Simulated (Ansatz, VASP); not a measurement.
TePb in VASP and in Ansatz

File INCAR:

```
ALGO     = Normal         # electronic algorithm
EDIFF    = 1E-6           # SCF threshold, eV
ENCUT    = 520            # plane-wave cutoff, eV
GGA      = PE             # functional
ISIF     = 2              # what is computed and relaxed
ISMEAR   = 0              # smearing method
LASPH    = T              # aspherical terms in the spheres
LCHARG   = F              # write CHGCAR
LREAL    = F              # projectors in reciprocal space
LWAVE    = F              # write WAVECAR
NELM     = 60             # most SCF steps
PREC     = Accurate       # precision mode
SIGMA    = 0.017          # smearing width, eV
```

Contents of KPOINTS:

```
k-points
0
Gamma
  7 7 7
```

Contents of POSCAR:

```
TePb
1.0
    0.0000000000      3.2310000000      3.2310000000
    3.2310000000      0.0000000000      3.2310000000
    3.2310000000      3.2310000000      0.0000000000
Pb Te
1 1
Direct
    0.0000000000      0.0000000000      0.0000000000
    0.5000000000      0.5000000000      0.5000000000
```

Contents of input.yaml:

```yaml
crystal:
  lattice:
    - [0.0, 3.231, 3.231]
    - [3.231, 0.0, 3.231]
    - [3.231, 3.231, 0.0]
  atoms:
    - { symbol: Pb, position: [0.0, 0.0, 0.0] }
    - { symbol: Te, position: [0.5, 0.5, 0.5] }
hamiltonian:
  xc: pbe
  pseudopotentials: { kind: paw }
kpoints:
  mp_grid: { grid: [7, 7, 7] }
scf:
  occupations: { method: gaussian, width: 0.017 }
output:
  forces: true
  stress: true
  eigenvalues: true
```

Alike in both runs: task single point; functional PBE; k mesh 7 × 7 × 7; occupations gaussian, width 0.017 eV; no spin polarisation.

|  | VASP | Ansatz |
| --- | --- | --- |
| version | VASP 6.6.1 | Ansatz 0.2.0 |
| potentials or method | VASP PAW PBE potentials, release 64 (Pb_d, Te) | Ansatz PAW |
| plane-wave cutoff (eV) | 520 | 420 |
| valence electrons in the cell | 20 | 30 |

```csv
,VASP,Ansatz,Ansatz less VASP
gap on the k mesh at the Fermi level (eV),1.01,1.01,-0.003
least direct gap on the mesh (eV),1.01,1.01,-0.003
pressure (GPa),2.1,2.1,+0.06
```

The two sets of potentials don't hold the same shells in valence.

The runs have no spin-orbit coupling, so splittings on Pb, Te are missing.
